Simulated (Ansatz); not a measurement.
Start from ZnTe in the zinc blende structure (space group F-43m, No. 216; a = 6.113 Å). Axes: x, y, z lie along the cube axes.

Method: r2SCAN (Ansatz, a first-principles code), without spin-orbit coupling.

Strains are applied to the cell and any free atomic positions relax; under biaxial strain the out-of-plane vector relaxes too; under stress the whole cell relaxes.

One change was made to it. Results:

The band gap falls by 0.18 eV, from 1.79 eV to 1.61 eV; the volume per atom shrinks by 0.65 Å³, from 28.56 Å³ to 27.91 Å³; the gap character stays direct at Γ.

What was done to the base?
A. isotropic strain −0.73 %
B. biaxial strain −1.00 %, plane normal [111], relaxed out of plane
C. tensor shear ε_xz = +1.32 %
D. uniaxial stress, 3 GPa compression along x
E. tensor shear ε_xy = −1.56 %

D, uniaxial stress, 3 GPa compression along x. For comparison, the band gap in the other runs: tensor shear ε_xy = −1.56 % gives 1.67 eV; isotropic strain −0.73 % gives 1.90 eV; biaxial strain −1.00 %, plane normal [111], relaxed out of plane gives 1.82 eV; tensor shear ε_xz = +1.32 % gives 1.69 eV.

With Te present, leaving out spin-orbit coupling can change the band edges. Stability under load was not tested beyond the relaxation. k-point labels follow each cell's own Brillouin zone.
